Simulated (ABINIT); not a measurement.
# GaP (F-43m) in ABINIT: further runs, part 3 of 3

ABINIT 10.8.3 (patched build). The steps go on from the part before.

### Step 6. Band structure, LDA-Teter

run.abi

```
# Datasets: ground state, then fixed potential
ndtset 2

# Pseudopotentials
pp_dirpath "./"
pseudos "Ga.upf, P.upf"

# Structure
acell 7.2831660764 7.2831660764 7.2831660764
rprim
     0.0000000000     0.7071067812     0.7071067812
     0.7071067812     0.0000000000     0.7071067812
     0.7071067812     0.7071067812     0.0000000000
ntypat 2
znucl 31 15
natom 2
typat 1 2
xred
     0.0000000000     0.0000000000     0.0000000000
     0.7500000000     0.7500000000     0.7500000000

# Plane-wave basis
ecut 40.0

# Exchange and correlation
ixc 1

# Bands and occupations
occopt 3
tsmear 0.05 eV

# SCF cycle
nstep 100

# Output
iomode 3
prtwf 0
prteig 0
prtebands 0
enunit 1
prtden1 1

# Dataset 1
kptopt1 1
ngkpt1 8 8 8
nshiftk1 1
shiftk1 0.0 0.0 0.0
nband1 13
tolvrs1 1.0e-10

# Dataset 2: bands along G-X-W-K-G-L-U-W-L-K
iscf2 -2
getden2 1
nband2 17
nbdbuf2 2
tolwfr2 1.0e-12
kptopt2 -9
ndivsm2 5
prteig2 1
prtvol2 -3
kptbounds2
     0.0000000000     0.0000000000     0.0000000000
     0.5000000000     0.0000000000     0.5000000000
     0.5000000000     0.2500000000     0.7500000000
     0.3750000000     0.3750000000     0.7500000000
     0.0000000000     0.0000000000     0.0000000000
     0.5000000000     0.5000000000     0.5000000000
     0.6250000000     0.2500000000     0.6250000000
     0.5000000000     0.2500000000     0.7500000000
     0.5000000000     0.5000000000     0.5000000000
     0.3750000000     0.3750000000     0.7500000000
```

Potentials or basis: PseudoDojo NC SR LDA v0.4.1 standard.

Command:

```sh
$ abinit run.abi > log 2>&1
```

run.abo:

```text
.Version 10.8.3 of ABINIT
 DATASET    1 : space group F-4 3 m (#216); Bravais cF (face-center cubic)
================================================================================
 Values of the parameters that define the memory need for DATASET  1.
     intxc =       0    ionmov =       0      iscf =       7    lmnmax =       6
     lnmax =       6     mgfft =      45  mpssoang =       3    mqgrid =    3001
     natom =       2  nloc_mem =       1    nspden =       1   nspinor =       1
    nsppol =       1      nsym =      24    n1xccc =    2501    ntypat =       2
    occopt =       3   xclevel =       1
       mpw =        3327          nfft =       91125          nkpt =          29
================================================================================
================================================================================

 DATASET    2 : space group F-4 3 m (#216); Bravais cF (face-center cubic)
================================================================================
 Values of the parameters that define the memory need for DATASET  2.
     intxc =       0    ionmov =       0      iscf =      -2    lmnmax =       6
     lnmax =       6     mgfft =      45  mpssoang =       3    mqgrid =    3001
     natom =       2  nloc_mem =       1    nspden =       1   nspinor =       1
    nsppol =       1      nsym =      24    n1xccc =    2501    ntypat =       2
    occopt =       3   xclevel =       1
       mpw =        3327          nfft =       91125          nkpt =          87
================================================================================
================================================================================

--------------------------------------------------------------------------------
------------- Echo of variables that govern the present computation ------------
--------------------------------------------------------------------------------
 -outvars: echo values of preprocessed input variables --------
            acell      7.2831660764E+00  7.2831660764E+00  7.2831660764E+00 Bohr
              amu      6.97230000E+01  3.09737620E+01
             ecut      4.00000000E+01 Hartree
           enunit           1
           getden1          0
           getden2          1
             iscf1          7
             iscf2         -2
           jdtset        1    2
           kptopt1          1
           kptopt2         -9
         kptrlatt        8    0    0      0    8    0      0    0    8
          kptrlen1     5.82653286E+01
          kptrlen2     3.00000000E+01
            natom           2
            nband1         13
            nband2         17
           nbdbuf1          0
           nbdbuf2          2
           ndtset           2
           ndivsm1          0
           ndivsm2          5
            ngfft          45      45      45
             nkpt1         29
             nkpt2         87
            nstep         100
             nsym          24
           ntypat           2
           occopt           3
        prtebands           0
           prteig1          0
           prteig2          1
           prtvol1          0
           prtvol2         -3
            prtwf           0
            rprim      0.0000000000E+00  7.0710678120E-01  7.0710678120E-01
                       7.0710678120E-01  0.0000000000E+00  7.0710678120E-01
                       7.0710678120E-01  7.0710678120E-01  0.0000000000E+00
           shiftk1     0.00000000E+00  0.00000000E+00  0.00000000E+00
           shiftk2     5.00000000E-01  5.00000000E-01  5.00000000E-01
          spgroup         216
           tolvrs1     1.00000000E-10
[... 806 lines left out ...]
  9.73E-05
 -3.8851E-01 -3.8356E-01 -3.8316E-01 -3.8209E-01 -3.8111E-01 -1.9897E-01
 -8.6293E-02  7.4440E-03  7.5446E-02  2.3457E-01  3.4444E-01  4.3704E-01
  4.3973E-01  4.8712E-01  5.2778E-01  6.8973E-01  7.2065E-01
 Non-SCF case, kpt   87 (  0.37500  0.37500  0.75000), residuals and eigenvalues=
  5.54E-13  9.48E-13  6.74E-13  3.06E-13  5.60E-13  9.80E-13  8.21E-13  5.20E-13
  7.73E-13  5.42E-13  6.80E-13  8.90E-13  5.04E-13  7.16E-13  4.66E-13  2.19E-07
  1.06E-04
 -3.8862E-01 -3.8345E-01 -3.8306E-01 -3.8220E-01 -3.8105E-01 -1.9612E-01
 -8.8854E-02  8.5855E-03  7.1527E-02  2.3031E-01  3.2735E-01  4.5310E-01
  4.5436E-01  4.8984E-01  5.3390E-01  6.8577E-01  7.3327E-01

--- !ResultsGS
iteration_state: {dtset: 2, }
comment   : Summary of ground state results
lattice_vectors:
- [  0.0000000,   5.1499761,   5.1499761, ]
- [  5.1499761,   0.0000000,   5.1499761, ]
- [  5.1499761,   5.1499761,   0.0000000, ]
lattice_lengths: [   7.28317,    7.28317,    7.28317, ]
lattice_angles: [ 60.000,  60.000,  60.000, ] # degrees, (23, 13, 12)
lattice_volume:   2.7317795E+02
convergence: {deltae:  0.000E+00, res2:  0.000E+00, residm:  9.975E-13, diffor:  0.000E+00, }
etotal    :  -8.33542939E+01
entropy   :   0.00000000E+00
fermie    :   1.81304385E-01
cartesian_stress_tensor: null
pressure_GPa: null
xred      :
- [  0.0000E+00,   0.0000E+00,   0.0000E+00, Ga]
- [  7.5000E-01,   7.5000E-01,   7.5000E-01,  P]
cartesian_forces: null
force_length_stats: {min: null, max: null, mean: null, }
...

 Integrated electronic density in atomic spheres:
 ------------------------------------------------
 Atom  Sphere_radius  Integrated_density
    1        2.00000         10.84149416
    2        2.00000          2.79767355
================================================================================

 ----iterations are completed or convergence reached----

 Mean square residual over all n,k,spin=   54.718E-14; max=  99.755E-14
 reduced coordinates (array xred) for    2 atoms
       0.000000000000      0.000000000000      0.000000000000
       0.750000000000      0.750000000000      0.750000000000

 cartesian coordinates (angstrom) at end:
    1      0.00000000000000     0.00000000000000     0.00000000000000
    2      4.08787499729965     4.08787499729965     4.08787499729965
 length scales=  7.283166076400  7.283166076400  7.283166076400 bohr
              =  3.854085508238  3.854085508238  3.854085508238 angstroms
 Eigenvalues (   eV  ) for nkpt=  87  k points:
 kpt#   1, nband= 17, wtk=  1.00000, kpt=  0.0000  0.0000  0.0000 (reduced coord)
 -10.47912  -10.47912  -10.47912  -10.38104  -10.38104   -8.29863    4.22034    4.22034
   4.22034    5.82343    8.01624    8.01624    8.01624   12.70832   13.95978   13.95978
  16.50283
 kpt#   2, nband= 17, wtk=  1.00000, kpt=  0.0357  0.0000  0.0357 (reduced coord)
 -10.48103  -10.47836  -10.47836  -10.38137  -10.38078   -8.27638    3.98843    4.15281
   4.15281    6.04754    7.94788    8.10763    8.10763   12.82829   13.71974   13.97978
  16.55115
 kpt#   3, nband= 17, wtk=  1.00000, kpt=  0.0714  0.0000  0.0714 (reduced coord)
 -10.48652  -10.47609  -10.47609  -10.38234  -10.37999   -8.20993    3.49198    3.96892
   3.96892    6.50970    7.76906    8.36298    8.36298   13.10131   13.23631   14.03963
  16.68614
 kpt#   4, nband= 17, wtk=  1.00000, kpt=  0.1071  0.0000  0.1071 (reduced coord)
 -10.49499  -10.47242  -10.47242  -10.38401  -10.37871   -8.10010    2.91371    3.70896
   3.70896    6.96402    7.56838    8.74167    8.74167   12.53011   13.69468   14.13892
  16.91703
 kpt#   5, nband= 17, wtk=  1.00000, kpt=  0.1429  0.0000  0.1429 (reduced coord)
[... 317 lines left out ...]
   2.34080    6.69261    9.65261   10.88761   11.31312   13.67925   14.51334   17.48743
  18.53433
 kpt#  85, nband= 17, wtk=  1.00000, kpt=  0.4028  0.4028  0.6944 (reduced coord)
 -10.56830  -10.44056  -10.42986  -10.39374  -10.37199   -5.54191   -2.28378    0.31638
   2.18636    6.53017    9.71709   11.39582   11.44523   13.43333   14.38070   18.36252
  18.89231
 kpt#  86, nband= 17, wtk=  1.00000, kpt=  0.3889  0.3889  0.7222 (reduced coord)
 -10.57187  -10.43713  -10.42622  -10.39722  -10.37064   -5.41413   -2.34816    0.20256
   2.05298    6.38290    9.37266   11.89245   11.96559   13.25532   14.36174   18.76856
  19.60990
 kpt#  87, nband= 17, wtk=  1.00000, kpt=  0.3750  0.3750  0.7500 (reduced coord)
 -10.57499  -10.43413  -10.42371  -10.40019  -10.36900   -5.33671   -2.41785    0.23362
   1.94635    6.26709    8.90762   12.32939   12.36386   13.32917   14.52828   18.66078
  19.95340

== END DATASET(S) ==============================================================
================================================================================

 -outvars: echo values of variables after computation  --------
            acell      7.2831660764E+00  7.2831660764E+00  7.2831660764E+00 Bohr
           etotal1    -8.3354293909E+01
            fcart1    -4.0847356008E-31 -4.0847356008E-31  1.2254206803E-30
                       4.0847356008E-31  4.0847356008E-31 -1.2254206803E-30
            rprim      0.0000000000E+00  7.0710678120E-01  7.0710678120E-01
                       7.0710678120E-01  0.0000000000E+00  7.0710678120E-01
                       7.0710678120E-01  7.0710678120E-01  0.0000000000E+00
           strten1     9.6141689503E-05  9.6141689503E-05  9.6141689503E-05
                       0.0000000000E+00  0.0000000000E+00  0.0000000000E+00
           xangst      0.0000000000E+00  0.0000000000E+00  0.0000000000E+00
                       4.0878749973E+00  4.0878749973E+00  4.0878749973E+00
             xred      0.0000000000E+00  0.0000000000E+00  0.0000000000E+00
                       7.5000000000E-01  7.5000000000E-01  7.5000000000E-01
 Calculation completed.
```

Run time: 3 min. Hardware: 1 thread of Arm Neoverse V1, shared host; peak memory 0.14 GiB.

What came out:

```yaml
Free_energy: -2268.1859 eV
Pressure: -2.8 GPa
Band_gap_on_the_k_mesh: 1.50 eV, indirect (least direct gap 1.60 eV)
Band_gap_along_the_path: 1.45 eV, indirect (least direct gap 1.60 eV)
Valence_electrons_inside_the_program's_atomic_spheres: Ga 10.84; P 2.80
```

Levels at the corners of the path, in eV from the valence-band top:
```
point  band 5  band 6  band 7  band 8  band 9  band 10  band 11  band 12  band 13  band 14
    Γ  -14.60  -12.52    0.00    0.00    0.00     1.60     3.80     3.80     3.80     8.49
    X  -14.58   -9.52   -6.85   -2.71   -2.71     1.50     1.68    10.43    10.43    10.95
    W  -14.59   -9.43   -6.64   -3.62   -3.47     4.60     4.77     5.97     6.01    11.39
    K  -14.59   -9.56   -6.64   -3.99   -2.27     2.05     4.69     8.11     8.14     9.11
    Γ  -14.60  -12.52    0.00    0.00    0.00     1.60     3.80     3.80     3.80     8.49
    L  -14.59  -10.44   -6.71   -1.13   -1.13     1.50     4.63     4.63     8.06    10.63
    U  -14.59   -9.56   -6.64   -3.99   -2.27     2.05     4.69     8.11     8.14     9.11
    W  -14.59   -9.43   -6.64   -3.62   -3.47     4.60     4.77     5.97     6.01    11.39
    L  -14.59  -10.44   -6.71   -1.13   -1.13     1.50     4.63     4.63     8.06    10.63
    K  -14.59   -9.56   -6.64   -3.99   -2.27     2.05     4.69     8.11     8.14     9.11
```

### Step 7. The runs side by side

| task | level | potentials or basis | cutoff (eV) | fine-grid cutoff | gap on the mesh (eV) | pressure (GPa) | V0 of scaled cells (Å³/atom) | B0 (GPa) |
| --- | --- | --- | --- | --- | --- | --- | --- | --- |
| band structure | AM05 | PseudoDojo NC SR PBEsol v0.4.1 standard | 1088 | - | 1.59 | -0.4 | - | - |
| equation of state | revPBE | JTH PAW PBE v2.0 | 544 | 1088.46 eV | - | - | 21.29 | 73 |
| equation of state | LDA-PZ | JTH PAW LDA v2.0 | 544 | 1088.46 eV | - | - | 19.60 | 90 |
| band structure | PBE | SPMS NC PBE v1.0 | 871 | - | 1.64 | - | - | - |
| band structure | LDA-Teter | PseudoDojo NC SR LDA v0.4.1 standard | 1088 | - | 1.50 | -2.8 | - | - |

Alike in all rows: no spin polarisation; cell as given; k mesh 8 × 8 × 8; smearing fermi-dirac 0.05 eV.

Caveats: pressures at fixed basis lie under the slope of the energies (some runs); the potentials were made for another functional, which shifts forces and pressure (some runs); the PAW data sets were made with another functional, which shifts forces and pressure a little (some runs).

Absolute energies hang on the potentials; compare differences alone.

### Step 8. Comparison with measurements

Step 2. Measured gap of GaP: 2.34 eV (indirect; 10 K; quoted in “Stacking defects in GaP nanowires: Electronic structure and optical properties”, 2018, arxiv:1810.01194). This calculation gives 1.55 eV (-0.79 eV). Spin-orbit coupling on Ga is left out. The value is that of AM05, without temperature or zero-point motion. Semilocal functionals fall short of measured gaps as a rule.

Step 3. Measured bulk modulus of GaP: 87.5 GPa (“Phosphorous dimerization in GaP at high pressure”, 2017, arxiv:1709.06667). This calculation gives 73 GPa (-16.7 %). The fit is for a static lattice scaled at fixed shape and fixed fractional positions.

Step 4. Measured bulk modulus of GaP: 87.5 GPa (“Phosphorous dimerization in GaP at high pressure”, 2017, arxiv:1709.06667). This calculation gives 90 GPa (+2.7 %). The fit is for a static lattice scaled at fixed shape and fixed fractional positions.

Step 5. A measured gap of GaP is 2.34 eV (indirect; 10 K; quoted in “Stacking defects in GaP nanowires: Electronic structure and optical properties”, 2018, arxiv:1810.01194); the calculated 1.64 eV misses it by -0.70 eV. Spin-orbit coupling on Ga is left out. The value is that of PBE on a finite k mesh, which can miss the band edges, without temperature or zero-point motion. Semilocal functionals fall short of measured gaps as a rule.

Step 6. A measured gap of GaP is 2.34 eV (indirect; 10 K; quoted in “Stacking defects in GaP nanowires: Electronic structure and optical properties”, 2018, arxiv:1810.01194); the calculated 1.45 eV misses it by -0.89 eV. Spin-orbit coupling on Ga is left out. The value is that of LDA-Teter, without temperature or zero-point motion. Semilocal functionals fall short of measured gaps as a rule.
